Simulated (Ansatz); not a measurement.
Trial structure of KTaO₃, not yet relaxed:

Space group P4mm (No. 99). a = 4.046 Å, b = 4.046 Å, c = 3.892 Å, α = 90.00°, β = 90.00°, γ = 90.00°
```csv
atom,site,symmetry,x,y,z
K,1b,4mm,0.5000,0.5000,0.5751
Ta,1a,4mm,0.0000,0.0000,0.9316
O,2c,2mm.,0.5000,0.0000,0.9763
O,1a,4mm,0.0000,0.0000,0.5406
```

These are results of DFT PBE, scalar-relativistic, plane waves, PAW in Ansatz, not measurements. Plane waves to 420 eV, a k mesh through Γ of 4×4×4 on the computed 5-atom cell and Gaussian smearing (0.10 eV); no spin polarisation.

Formation energies are uncorrected and refer to the elements' standard structures at the same level (O₂ as a molecule).

Task: How far from equilibrium is it?

Result: The pressure is 36.8 GPa (the mean over three directions, positive in compression), the largest force is 21.15 eV/Å, and the energy is −2.01 eV/atom against the elements. The shortest distance is 1.52 Å, so close that the PAW spheres overlap strongly and these values are rough.

Task: Is it a good guess?

Result: A rough one: relaxing gains about 0.65 eV/atom in 25 ionic steps and ends at −2.658 eV/atom on the finer mesh. The symmetry stays P4mm (No. 99). The end has the tetragonal perovskite type. The volume per atom grows by 2.6 %, from 12.7 to 13.1 Å³. The shortest distance goes from 1.52 Å (Ta–O) to 1.94 Å (Ta–O). Conventional cell: a = 4.020 Å, c = 4.047 Å. K is surrounded by 12 O at 2.82–2.89 Å and 8 Ta at 3.47–3.51 Å; around Ta lie 6 O at 1.94–2.11 Å and 8 K at 3.47–3.51 Å; O on a site of symmetry 2mm has 2 Ta at 2.01 Å, 4 K at 2.82–2.89 Å and 8 O at 2.84–2.86 Å; 1 more site not described.

The last run used an 8×8×8 mesh for its 5-atom cell and Gaussian smearing of 0.02 eV. Spin–orbit coupling, which can matter for Ta, is left out. The relaxation can't lower the symmetry of the start, and the grade says only how near the guess is to its own end. Symmetry constrained the relaxation, so the result can be a saddle point.
